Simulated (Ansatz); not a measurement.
Ligand exchange: C2H5CdF + CH2F2O → C2H6CdO + CHF3

Gas-phase species: C2H5CdF `C[CH2][Cd][F]`, singlet; CH2F2O `OC(F)F`, singlet; C2H6CdO `C[CH2][Cd][OH]`, singlet; CHF3 (trifluoromethane) `FC(F)F`, singlet. The partners trade F for OH: Cd–F and C–OH bonds give way to Cd–OH and C–F.

Shapes, held fixed at every level: PBE0-D4/def2-TZVP. Flexible molecules stand in one conformer, not always the lowest. Programs: Ansatz 0.2.0. The zero-point and thermal change to 298 K, harmonic and unscaled (PBE0-D4/def2-TZVP), is -2.7 kJ/mol.

```
               level                    kind  ΔH(298 K) (kJ/mol)  less CCSD(T)/def2-TZVPP
         HF/def2-SVP            Hartree–Fock               +63.2                    +21.4
   PBE-D4/def2-TZVPP                     GGA               +47.9                     +6.1
r2SCAN-D4/def2-TZVPP                meta-GGA               +48.2                     +6.4
 B3LYP-D4/def2-TZVPP           global hybrid               +50.0                     +8.2
  wB97X-V/def2-TZVPP  range-separated hybrid               +50.4                     +8.6
   B2PLYP/def2-TZVPP           double hybrid               +46.5                     +4.7
     CCSD/def2-TZVPP   coupled cluster or CI               +43.8                     +2.0
  CCSD(T)/def2-TZVPP   coupled cluster or CI               +41.8                      0.0
```

The highest level, CCSD(T)/def2-TZVPP, gives ΔH(298 K) = +41.8 kJ/mol; the levels span +41.8 to +63.2. The column of differences is taken from that level and isn't an error. No measured value is set beside it here. For atoms past krypton def2 sets carry core potentials with scalar relativity. Outer-core shells of Cd are correlated, in sets that cover them unevenly.
